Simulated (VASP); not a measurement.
Write the native input for VASP 6.6.1 that does the following.

| Property | Result |
| --- | --- |
| Task | relaxation of cell and atoms |
| Functional | PBE |
| Potentials or basis | VASP PAW PBE potentials, release 64 (Co, O) |
| Cutoff | 520 eV |
| k mesh | 12 × 12 × 12 |
| Occupations | gaussian, width 0.02 eV |
| Spin | collinear spin, ferromagnetic start |
| Starting moments | [3.0, 0.0] μB |
| Hubbard terms | Co d U = 3.3 eV |
| Further INCAR settings | ALGO = Normal; EDIFF = 1e-07; IBRION = 2; EDIFFG = -0.002; NSW = 80; ISIF = 3 |

The structure of CoO lies in POSCAR:

```
CoO
1.0
    0.0000000000      2.1315000000      2.1315000000
    2.1315000000      0.0000000000      2.1315000000
    2.1315000000      2.1315000000      0.0000000000
Co O
1 1
Direct
    0.0000000000      0.0000000000      0.0000000000
    0.5000000000      0.5000000000      0.5000000000
```

The input as run:

INCAR

```
SYSTEM = CoO
  PREC = Accurate
  ENCUT = 520
  EDIFF = 1E-7
  ISMEAR = 0
  SIGMA = 0.02
  LREAL = .FALSE.
  LASPH = .TRUE.
  NELM = 100
  ALGO = Normal
  ISIF = 3
  LWAVE = .FALSE.
  LCHARG = .FALSE.
  ISPIN = 2
  MAGMOM = 3 0
  LORBIT = 11
  LMAXMIX = 4
  LDAU = .TRUE.
  LDAUTYPE = 2
  LDAUL = 2 -1
  LDAUU = 3.3 0
  LDAUJ = 0 0
  LDAUPRINT = 1
  GGA = PE
  IBRION = 2
  NSW = 80
  EDIFFG = -0.002
```

KPOINTS

```
Automatic mesh
0
G
  12 12 12
  0 0 0
```

Potentials or basis: VASP PAW PBE potentials, release 64 (Co, O).

Launch:

```console
$ cat potpaw_PBE.64/Co/POTCAR potpaw_PBE.64/O/POTCAR > POTCAR
$ mpirun -np 1 vasp_std > vasp.out
```

It gave:

The relaxed volume is 9.57 Å³/atom. The relaxed cell is a = 3.002 Å, b = 3.002 Å, c = 3.002 Å, α = 60.00°, β = 60.00°, γ = 60.00° and the space group after relaxing (to 0.05 Å) is Fm-3m (No. 225). The energy gained by relaxing is 0.8 meV/atom. The ionic steps are 3. The pressure after relaxing is 0.0 GPa, the band gap on the k mesh is none (metal or under the smearing width) and the net moment is 3.00 μB per cell. The site moments are Co +2.73; O +0.26 μB and the valence electrons inside the program's atomic spheres are Co 7.82; O 5.00.

Caveat: a cell with one magnetic atom can't hold antiferromagnetic order, which such compounds often take.

It took 56 s on 1 thread of Intel(R) Xeon(R) Platinum 8488C (Sapphire Rapids), with other jobs on the host, peak memory 0.17 GiB.
